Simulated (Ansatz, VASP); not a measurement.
**Pb: VASP beside Ansatz**

INCAR

```
ALGO = Normal
EDIFF = 1E-7
ENCUT = 520
GGA = PS
ISIF = 2
ISMEAR = -1
LASPH = True
LCHARG = False
LREAL = False
LWAVE = False
NBANDS = 21
NELM = 80
PREC = Accurate
SIGMA = 0.05
```

The input KPOINTS:

```
k-points
0
Gamma
  9 9 5
```

File POSCAR:

```
Pb
1.0
    3.5482526220      0.0000000000      0.0000000000
   -1.7741263110      3.0728769098      0.0000000000
    0.0000000000      0.0000000000      5.6996356773
Pb
2
Direct
    0.6666666667      0.3333333333      0.7500000000
    0.3333333333      0.6666666667      0.2500000000
```

File input.yaml:

```yaml
crystal:
  lattice:
    - [3.548252622, 0.0, 0.0]
    - [-1.774126311, 3.0728769098, 0.0]
    - [0.0, 0.0, 5.6996356773]
  atoms:
    - { symbol: Pb, position: [0.6666666667, 0.3333333333, 0.75] }
    - { symbol: Pb, position: [0.3333333333, 0.6666666667, 0.25] }
hamiltonian:
  xc: pbesol
  pseudopotentials: { kind: paw }
kpoints:
  mp_grid: { grid: [9, 9, 5] }
scf:
  occupations: { method: fermi_dirac, width: 0.05 }
output:
  forces: true
  stress: true
  eigenvalues: true
  write_density: true
  write_potential: true
  elf: true
  volumetric_format: npy
```

Change from the starting cell: volume scaled by 1.06.

Alike in both runs: task single point; functional PBEsol; k mesh 9 × 9 × 5; occupations fermi-dirac, width 0.05 eV; no spin polarisation.

```csv
,VASP,Ansatz
version,VASP 6.6.1,Ansatz 0.2.0
potentials or method,"VASP PAW PBE potentials, release 64 (Pb_d)",Ansatz PAW
plane-wave cutoff (eV),520,420
valence electrons in the cell,28,28
```

```csv
,VASP,Ansatz,Ansatz less VASP
gap on the k mesh at the Fermi level (eV),none,none,-
pressure (GPa),-1.5,-1.5,+0.06
largest component of the traceless stress (GPa),1.64,1.66,+0.021
```

A gap of «none» marks a metal or a gap that the smearing closes.

Caveats: the PAW data sets were made with another functional, which shifts forces and pressure a little (VASP); the PAW data sets come from PBE, with cores solved anew for the run's functional, which leaves a small shift of forces and pressure (Ansatz). The runs have no spin-orbit coupling, so splittings on Pb are missing.
